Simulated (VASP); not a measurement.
# Sb2Pt (Geversite) (Pa-3) in VASP: further runs

The runs below take Sb2Pt (Geversite) through equation of state, with PBE+D3(BJ).

Everything below comes from runs of VASP 6.6.1. Logs are shortened: lines on timing, memory, paths and dates and some standing lists are left out, and cuts for length are marked.

### 1 The structure

The structure is cubic, space group Pa-3 (No. 205). Conventional cell: a = 6.471 Å, b = 6.471 Å, c = 6.471 Å, α = 90.00°, β = 90.00°, γ = 90.00°. Pt (site symmetry -3) has 6 Sb at 2.68 Å as nearest neighbours. Sb (site symmetry 3) is surrounded by 3 Pt at 2.68 Å and 1 Sb at 2.81 Å.

### 2 Equation of state, PBE+D3(BJ), 21.68 Å³/atom (a relaxed cell with its volume scaled by 0.96)

Input file INCAR:

```
SYSTEM = Sb2Pt
PREC     = Accurate       ! precision mode
ENCUT    = 520            ! plane-wave cutoff, eV
EDIFF    = 1E-6           ! SCF threshold, eV
ISMEAR   = -1             ! smearing method
SIGMA    = 0.05           ! smearing width, eV
LREAL    = .False.        ! projectors in reciprocal space
LASPH    = .True.         ! aspherical terms in the spheres
NELM     = 100            ! most SCF steps
ALGO     = Normal         ! electronic algorithm
ISIF     = 2              ! what is computed and relaxed
LWAVE    = .False.        ! write WAVECAR
LCHARG   = .False.        ! write CHGCAR
GGA      = PE             ! functional
IVDW     = 12             ! dispersion correction
KPAR     = 4
```

Input file KPOINTS:

```
regular mesh
0
Gamma
  4 4 4
  0 0 0
```

Input file POSCAR:

```
Sb2Pt                                   
1.0
    6.3833668446     -0.0000000000     -0.0000000000
    0.0000000000      6.3833668446      0.0000000000
    0.0000000000      0.0000000000      6.3833668446
  Pt              Sb            
     4     8
Direct
     0.0000000000000000    0.5000000000000000    0.5000000000000000
     0.5000000000000000    0.5000000000000000    0.0000000000000000
     0.5000000000000000    1.0000000000000000    0.5000000000000000
     0.0000000000000000    1.0000000000000000    0.0000000000000000
     0.3745177650568756    0.1254822349431244    0.8745177650568755
     0.1254822349431244    0.8745177650568755    0.3745177650568756
     0.8745177650568755    0.3745177650568756    0.1254822349431244
     0.6254822349431245    0.6254822349431245    0.6254822349431245
     0.6254822349431245    0.8745177650568755    0.1254822349431244
     0.8745177650568755    0.1254822349431244    0.6254822349431245
     0.1254822349431244    0.6254822349431245    0.8745177650568755
     0.3745177650568756    0.3745177650568756    0.3745177650568756
```

Potentials or basis: VASP PAW PBE potentials, release 64 (Pt, Sb).

Launch:

```
> cat potpaw_PBE.64/Pt/POTCAR potpaw_PBE.64/Sb/POTCAR > POTCAR
> mpirun -np 4 vasp_std > vasp.out
```

OUTCAR:

```text
SYSTEM = Sb2Pt
   PREC = Accurate
   ENCUT = 520
   EDIFF = 1E-6
   ISMEAR = -1
   LREAL = .False.
   LASPH = .True.
   NELM = 100
   ISIF = 2
   GGA = PE
   IVDW = 12
 IVDW          = 12

 ion  position               nearest neighbor table
   1  0.000  0.500  0.500-   6 2.65   7 2.65   8 2.65  10 2.65  11 2.65  12 2.65
   2  0.500  0.500  0.000-   5 2.65   7 2.65   8 2.65   9 2.65  11 2.65  12 2.65
   3  0.500  0.000  0.500-   5 2.65   6 2.65   8 2.65   9 2.65  10 2.65  12 2.65
   4  0.000  0.000  0.000-   9 2.65  10 2.65  11 2.65   5 2.65   6 2.65   7 2.65
   5  0.375  0.125  0.875-   2 2.65   3 2.65   4 2.65   9 2.77  10 3.57  12 3.57  11 3.57  11 3.57
                            10 3.57  12 3.57
   6  0.125  0.875  0.375-   1 2.65   3 2.65   4 2.65  10 2.77  11 3.57  12 3.57   9 3.57   9 3.57
                            11 3.57  12 3.57
   7  0.875  0.375  0.125-   1 2.65   2 2.65   4 2.65  11 2.77   9 3.57  12 3.57  10 3.57  10 3.57
                             9 3.57  12 3.57
   8  0.625  0.625  0.625-   1 2.65   2 2.65   3 2.65  12 2.77  10 3.57  11 3.57   9 3.57   9 3.57
                            10 3.57  11 3.57
   9  0.625  0.875  0.125-   2 2.65   3 2.65   4 2.65   5 2.77   7 3.57   8 3.57   8 3.57   6 3.57
                             6 3.57   7 3.57
  10  0.875  0.125  0.625-   1 2.65   3 2.65   4 2.65   6 2.77   5 3.57   8 3.57   8 3.57   7 3.57
                             7 3.57   5 3.57
  11  0.125  0.625  0.875-   1 2.65   2 2.65   4 2.65   7 2.77   6 3.57   8 3.57   8 3.57   5 3.57
                             5 3.57   6 3.57
  12  0.375  0.375  0.375-   1 2.65   2 2.65   3 2.65   8 2.77   6 3.57   7 3.57   5 3.57   5 3.57
                             6 3.57   7 3.57

  LATTYP: Found a simple cubic cell.
 ALAT       =     6.3833668446

  Lattice vectors:

 A1 = (   6.3833668446,   0.0000000000,   0.0000000000)
 A2 = (   0.0000000000,   6.3833668446,   0.0000000000)
 A3 = (   0.0000000000,   0.0000000000,   6.3833668446)

Analysis of symmetry for initial positions (statically):
=====================================================================
 Subroutine PRICEL returns:
 Original cell was already a primitive cell.

 Routine SETGRP: Setting up the symmetry group for a
 simple cubic supercell.

 Subroutine GETGRP returns: Found 24 space group operations
 (whereof  6 operations were pure point group operations)
 out of a pool of 48 trial point group operations.

The static configuration has the point symmetry S_6 .
 The point group associated with its full space group is T_h .

Analysis of symmetry for dynamics (positions and initial velocities):
=====================================================================
 Subroutine PRICEL returns:
 Original cell was already a primitive cell.

 Routine SETGRP: Setting up the symmetry group for a
 simple cubic supercell.

 Subroutine GETGRP returns: Found 24 space group operations
 (whereof  6 operations were pure point group operations)
 out of a pool of 48 trial point group operations.

The dynamic configuration has the point symmetry S_6 .
 The point group associated with its full space group is T_h .

 Subroutine INISYM returns: Found 24 space group operations
 (whereof  6 operations are pure point group operations),
 and found     1 'primitive' translations

----------------------------------------------------------------------------------------

                                     Primitive cell

  volume of cell :     260.1054

  direct lattice vectors                    reciprocal lattice vectors
     6.383366845  0.000000000  0.000000000     0.156657141  0.000000000  0.000000000
     0.000000000  6.383366845  0.000000000     0.000000000  0.156657141  0.000000000
     0.000000000  0.000000000  6.383366845     0.000000000  0.000000000  0.156657141

  length of vectors
     6.383366845  6.383366845  6.383366845     0.156657141  0.156657141  0.156657141

  position of ions in fractional coordinates (direct lattice)
     0.000000000  0.500000000  0.500000000
     0.500000000  0.500000000  0.000000000
     0.500000000  0.000000000  0.500000000
     0.000000000  0.000000000  0.000000000
     0.374517765  0.125482235  0.874517765
     0.125482235  0.874517765  0.374517765
     0.874517765  0.374517765  0.125482235
     0.625482235  0.625482235  0.625482235
     0.625482235  0.874517765  0.125482235
[... 30 lines left out ...]
     0.039164285  0.000000000  0.000000000     0.250000000  0.000000000  0.000000000
     0.000000000  0.039164285  0.000000000     0.000000000  0.250000000  0.000000000
     0.000000000  0.000000000  0.039164285     0.000000000  0.000000000  0.250000000

  Length of vectors
     0.039164285  0.039164285  0.039164285

  Shift w.r.t. Gamma in fractional coordinates (k-lattice)
     0.000000000  0.000000000  0.000000000

 Subroutine IBZKPT returns following result:
 ===========================================

 Found     11 irreducible k-points:

 Following reciprocal coordinates:
            Coordinates               Weight
  0.000000  0.000000  0.000000      1.000000
  0.250000  0.000000  0.000000      6.000000
  0.500000  0.000000  0.000000      3.000000
  0.250000  0.250000  0.000000     12.000000
  0.500000  0.250000  0.000000      6.000000
 -0.250000  0.500000  0.000000      6.000000
  0.500000  0.500000  0.000000      3.000000
  0.250000  0.250000  0.250000      8.000000
  0.500000  0.250000  0.250000     12.000000
  0.500000  0.500000  0.250000      6.000000
  0.500000  0.500000  0.500000      1.000000
   k-points           NKPTS =     11   k-points in BZ     NKDIM =     11   number of bands    NBANDS=     48
   number of dos      NEDOS =    301   number of ions     NIONS =     12
   total plane-waves  NPLWV = 110592
   dimension x,y,z NGX =    48 NGY =   48 NGZ =   48
   dimension x,y,z NGXF=    96 NGYF=   96 NGZF=   96
   ions per type =               4   8
   NGX,Y,Z   is equivalent  to a cutoff of  12.50, 12.50, 12.50 a.u.
   NGXF,Y,Z  is equivalent  to a cutoff of  25.00, 25.00, 25.00 a.u.
 SYSTEM =  Sb2Pt
   PREC   = accura    normal or accurate (medium, high low for compatibility)
   ISTART =      0    job   : 0-new  1-cont  2-samecut
   ICHARG =      2    charge: 1-file 2-atom 10-const
   ISPIN  =      1    spin polarized calculation?
   LNONCOLLINEAR =      F non collinear calculations
   LSORBIT =      F    spin-orbit coupling
   LASPH  =      T    aspherical Exc in radial PAW
   ENCUT  =  520.0 eV  38.22 Ry    6.18 a.u.  11.87 11.87 11.87*2*pi/ulx,y,z
   NELM   =    100;   NELMIN=  2; NELMDL= -5     # of ELM steps
   EDIFF  = 0.1E-05   stopping-criterion for ELM
   LREAL  =      F    real-space projection
   EDIFFG = 0.1E-04   stopping-criterion for IOM
   NSW    =      0    number of steps for IOM
   IBRION =     -1    ionic relax: 0-MD 1-quasi-New 2-CG
   NFREE  =      0    steps in history (QN), initial steepest desc. (CG)
   ISIF   =      2    stress and relaxation
   ISYM   =      2    0-nonsym 1-usesym 2-fastsym
   POTIM  = 0.5000    time-step for ionic-motion
   TEBEG  =    0.0;   TEEND  =   0.0 temperature during run
   PSTRESS=    0.0 pullay stress
   NELECT =      80.0000    total number of electrons
   NUPDOWN=      -1.0000    fix difference up-down
   EMIN   =  10.00;   EMAX   =-10.00  energy-range for DOS
   EFERMI =   0.00;   METHOD = LEGACY
   ISMEAR =    -1;   SIGMA  =   0.05  broadening in eV -4-tet -1-fermi 0-gaus
   EFERMI_NEDOS =   21; number of points for ismear=-14 and -15
   IALGO  =     38    algorithm
   IMIX   =      4    mixing-type and parameters
     AMIX     =   0.40;   BMIX     =  1.00
     AMIX_MAG =   1.60;   BMIX_MAG =  1.00
  volume/ion in A,a.u.               =      21.68       146.27
  Fermi-wavevector in a.u.,A,eV,Ry     =   1.105066  2.088273 16.615049  1.221172
  Thomas-Fermi vector in A             =   2.241548
   LORBIT       =      0    0 simple, 1 ext, 2 COOP (PROOUT), +10 PAW based schemes
   GGA     = PE    functional components
   LHFCALC =     F    Hartree Fock is set to
   AEXX    =    0.0000 exact exchange contribution
   IVDW    =    12    specifies the selected vdW correction
   LEPSILON=     F    determine dielectric tensor
   LRPA    =     F    only Hartree local field effects (RPA)
 non-spin polarized calculation
  energy-cutoff  :      520.00
  volume of cell :      260.11
 maximum number of plane-waves:      7088
   NGX = 23   NGY = 23   NGZ = 23

 number of electron      80.0000015 magnetization

 Free energy of the ion-electron system (eV)
  ---------------------------------------------------
  ext. energy  EPLUGINS =         0.00000000
  ---------------------------------------------------
  free energy    TOTEN  =       -62.68643076 eV

  energy without entropy =      -62.66853573  energy(sigma->0) =      -62.67748324

 E-fermi :   9.8469     XC(G=0): -11.1087

 val. band max:        9.8104846629   @ k =   0.0000   0.0000   0.0000
 cond. band min:       9.8624833956   @ k =   0.2500   0.0000   0.0000
 fundamental gap:      0.0519987327
 Fermi energy:         9.8469046980

 k-point     1 :       0.0000    0.0000    0.0000
  band No.  band energies     occupation
      1      -3.2637      2.00000
      2      -0.8839      2.00000
      3      -0.8839      2.00000
      4      -0.8839      2.00000
      5       0.6519      2.00000
      6       0.6519      2.00000
[... 550 lines left out ...]
     47      12.4353      0.00000
     48      12.4357      0.00000

------------------------ aborting loop because EDIFF is reached ----------------------------------------

 Edisp (eV)   -7.42981

 E8    (eV) :    -3.4430

  FORCE on cell =-STRESS in cart. coord.  units (eV):
  Direction    XX          YY          ZZ          XY          YZ          ZX
  --------------------------------------------------------------------------------------
  -------------------------------------------------------------------------------------
  Total       8.48708     8.48708     8.48708     0.00000     0.00000    -0.00000
  in kB      52.27807    52.27807    52.27807     0.00000     0.00000    -0.00000
  external pressure =       52.28 kB  Pullay stress =        0.00 kB

 VOLUME and BASIS-vectors are now :
 -----------------------------------------------------------------------------
  energy-cutoff  :      520.00
  volume of cell :      260.11
      direct lattice vectors                 reciprocal lattice vectors
     6.383366845  0.000000000  0.000000000     0.156657141  0.000000000  0.000000000
     0.000000000  6.383366845  0.000000000     0.000000000  0.156657141  0.000000000
     0.000000000  0.000000000  6.383366845     0.000000000  0.000000000  0.156657141

 POSITION                                       TOTAL-FORCE (eV/Angst)
 -----------------------------------------------------------------------------------
      0.00000      3.19168      3.19168        -0.000000      0.000000      0.000000
      3.19168      3.19168      0.00000        -0.000000      0.000000      0.000000
      3.19168      0.00000      3.19168        -0.000000      0.000000      0.000000
      0.00000      0.00000      0.00000        -0.000000      0.000000      0.000000
      2.39068      0.80100      5.58237        -0.023477      0.023477     -0.023477
      0.80100      5.58237      2.39068         0.023477     -0.023477     -0.023477
      5.58237      2.39068      0.80100        -0.023477     -0.023477      0.023477
      3.99268      3.99268      3.99268         0.023477      0.023477      0.023477
      3.99268      5.58237      0.80100         0.023477     -0.023477      0.023477
      5.58237      0.80100      3.99268        -0.023477      0.023477      0.023477
      0.80100      3.99268      5.58237         0.023477      0.023477     -0.023477
      2.39068      2.39068      2.39068        -0.023477     -0.023477     -0.023477
 -----------------------------------------------------------------------------------
    total drift:                               -0.000000     -0.000000     -0.000000

  FREE ENERGIE OF THE ION-ELECTRON SYSTEM (eV)
  ---------------------------------------------------
  free  energy   TOTEN  =       -70.1162420522 eV

  energy  without entropy=      -70.0983470151  energy(sigma->0) =      -70.10729453
```

Run time: 46 s. Hardware: 4 MPI ranks of Intel Xeon Platinum 8488C (Sapphire Rapids), shared host; peak memory 0.37 GiB.

Results:

```
Free energy                : -70.1162 eV
Pressure                   : 5.2 GPa
Largest force              : 0.041 eV/Å
Band gap on the k mesh     : none (metal or under the smearing width)
Dispersion energy per atom : -0.619 eV
```

Caveat: pairwise dispersion overbinds metals, which lowers pressure and volume.

### 3 Equation of state, PBE+D3(BJ), 22.13 Å³/atom (a relaxed cell with its volume scaled by 0.98)

INCAR is that of step 2.

KPOINTS is that of step 2.

POSCAR, as its differences from that of step 2:

```diff
@@ -2,5 +2,5 @@
 1.0
-    6.3833668446     -0.0000000000     -0.0000000000
-    0.0000000000      6.3833668446      0.0000000000
-    0.0000000000      0.0000000000      6.3833668446
+    6.4273914554     -0.0000000000     -0.0000000000
+    0.0000000000      6.4273914554      0.0000000000
+    0.0000000000      0.0000000000      6.4273914554
   Pt              Sb
```

Potentials or basis: VASP PAW PBE potentials, release 64 (Pt, Sb).

Launch:

```
> cat potpaw_PBE.64/Pt/POTCAR potpaw_PBE.64/Sb/POTCAR > POTCAR
> mpirun -np 4 vasp_std > vasp.out
```

Run time: 38 s. Hardware: 4 MPI ranks of Intel Xeon Platinum 8488C (Sapphire Rapids), shared host; peak memory 0.38 GiB.

The run converged. Its results:

```
Free energy                : -70.2459 eV
Pressure                   : 2.4 GPa
Largest force              : 0.020 eV/Å
Band gap on the k mesh     : none (metal or under the smearing width)
Dispersion energy per atom : -0.606 eV
```

Caveat: pairwise dispersion overbinds metals, which lowers pressure and volume.

### 4 Equation of state, PBE+D3(BJ), 22.58 Å³/atom

INCAR is that of step 3.

KPOINTS is that of step 3.

POSCAR, as its differences from that of step 3:

```diff
@@ -2,5 +2,5 @@
 1.0
-    6.4273914554     -0.0000000000     -0.0000000000
-    0.0000000000      6.4273914554      0.0000000000
-    0.0000000000      0.0000000000      6.4273914554
+    6.4708210935     -0.0000000000     -0.0000000000
+    0.0000000000      6.4708210935      0.0000000000
+    0.0000000000      0.0000000000      6.4708210935
   Pt              Sb
```

Launch:

```
> cat potpaw_PBE.64/Pt/POTCAR potpaw_PBE.64/Sb/POTCAR > POTCAR
> mpirun -np 4 vasp_std > vasp.out
```

Wall time 34 s (4 MPI ranks of Intel Xeon Platinum 8488C (Sapphire Rapids), shared host); peak memory 0.39 GiB.

The run converged. Its results:

| Property | Result |
| --- | --- |
| Free energy | -70.2865 eV |
| Pressure | 0.0 GPa |
| Band gap on the k mesh | none (metal or under the smearing width) |
| Dispersion energy per atom | -0.594 eV |

Caveat: pairwise dispersion overbinds metals, which lowers pressure and volume.

### 5 Equation of state, PBE+D3(BJ), 23.03 Å³/atom (a relaxed cell with its volume scaled by 1.02)

INCAR is that of step 4.

KPOINTS is that of step 4.

POSCAR, as its differences from that of step 4:

```diff
@@ -2,5 +2,5 @@
 1.0
-    6.4708210935     -0.0000000000     -0.0000000000
-    0.0000000000      6.4708210935      0.0000000000
-    0.0000000000      0.0000000000      6.4708210935
+    6.5136754622     -0.0000000000     -0.0000000000
+    0.0000000000      6.5136754622      0.0000000000
+    0.0000000000      0.0000000000      6.5136754622
   Pt              Sb
```

Launch:

```
> cat potpaw_PBE.64/Pt/POTCAR potpaw_PBE.64/Sb/POTCAR > POTCAR
> mpirun -np 4 vasp_std > vasp.out
```

Wall time 36 s (4 MPI ranks of Intel Xeon Platinum 8488C (Sapphire Rapids), shared host); peak memory 0.39 GiB.

The run converged. Its results:

* Free energy: -70.2477 eV
* Pressure: -2.3 GPa
* Largest force: 0.021 eV/Å
* Band gap on the k mesh: none (metal or under the smearing width)
* Dispersion energy per atom: -0.583 eV

Caveat: pairwise dispersion overbinds metals, which lowers pressure and volume.

### 6 Equation of state, PBE+D3(BJ), 23.48 Å³/atom (a relaxed cell with its volume scaled by 1.04)

INCAR is that of step 5.

KPOINTS is that of step 5.

POSCAR, as its differences from that of step 5:

```diff
@@ -2,5 +2,5 @@
 1.0
-    6.5136754622     -0.0000000000     -0.0000000000
-    0.0000000000      6.5136754622      0.0000000000
-    0.0000000000      0.0000000000      6.5136754622
+    6.5559732413     -0.0000000000     -0.0000000000
+    0.0000000000      6.5559732413      0.0000000000
+    0.0000000000      0.0000000000      6.5559732413
   Pt              Sb
```

Potentials or basis: VASP PAW PBE potentials, release 64 (Pt, Sb).

Launch:

```
> cat potpaw_PBE.64/Pt/POTCAR potpaw_PBE.64/Sb/POTCAR > POTCAR
> mpirun -np 4 vasp_std > vasp.out
```

Wall time 46 s (4 MPI ranks of Intel Xeon Platinum 8488C (Sapphire Rapids), shared host); peak memory 0.42 GiB.

Results (log left out):

```
Free energy                : -70.1381 eV
Pressure                   : -4.2 GPa
Largest force              : 0.038 eV/Å
Band gap on the k mesh     : none (metal or under the smearing width)
Dispersion energy per atom : -0.571 eV
```

Caveat: pairwise dispersion overbinds metals, which lowers pressure and volume.

### 7 Equation of state, PBE+D3(BJ)

This step only gathers the single runs of the series.

What came out:

* Equilibrium volume: 22.58 Å³/atom
* Bulk modulus at fixed shape and positions: 117 GPa
* Pressure derivative of the bulk modulus: 4.7 (rough: it moves with the points fitted)

Energy against volume, from the lowest point:
```
volume (Å³/atom)  energy (meV/atom)
          21.675              14.19
          22.127               3.38
          22.579               0.00
          23.030               3.23
          23.482              12.37
```

Caveat: the cell was scaled at fixed shape and fractional positions, which overstates the stiffness of a crystal with free parameters, most of all of layers and chains.
